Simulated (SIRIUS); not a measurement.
The system is TaN.

```
Ta N
1.0
     2.73231    0.00000    0.00000
     0.00000    2.73231    0.00000
     0.00000    0.00000    2.73231
Ta N
1 1
Direct
  0.00000 0.00000 0.00000
  0.50000 0.50000 0.50000
```

The cell comes from a database or a generator and needn't be the stable form of this composition.

| Property | Result |
| --- | --- |
| Program | SIRIUS 7.12.0 |
| Task | single point |
| Functional | PBE |
| Potentials or basis | all-electron FP-LAPW |
| Cutoff | 297 eV |
| Basis | apw+lo standard |
| k mesh | 10 × 10 × 10 |
| Occupations | fermi-dirac, width 0.05 eV |
| Spin | no spin polarisation |

On this cell: largest force zero by symmetry; band gap on the k mesh none (metal or under the smearing width).

The same run follows on a disturbed copy (atoms moved at random):

```
Ta N
1.0
     2.73231    0.00000    0.00000
     0.00000    2.73231    0.00000
     0.00000    0.00000    2.73231
Ta N
1 1
Direct
  0.01205 0.00257 0.99657
  0.48483 0.50212 0.50034
```

Q: What changes?

A: The energy (extrapolated to zero smearing) moves by +6.1 meV/atom; largest force 0.321 eV/Å; band gap on the k mesh none (metal or under the smearing width).

Forces on the atoms (eV/Å):
```
Ta  -0.316 -0.005  0.045
N    0.318  0.005 -0.046
```
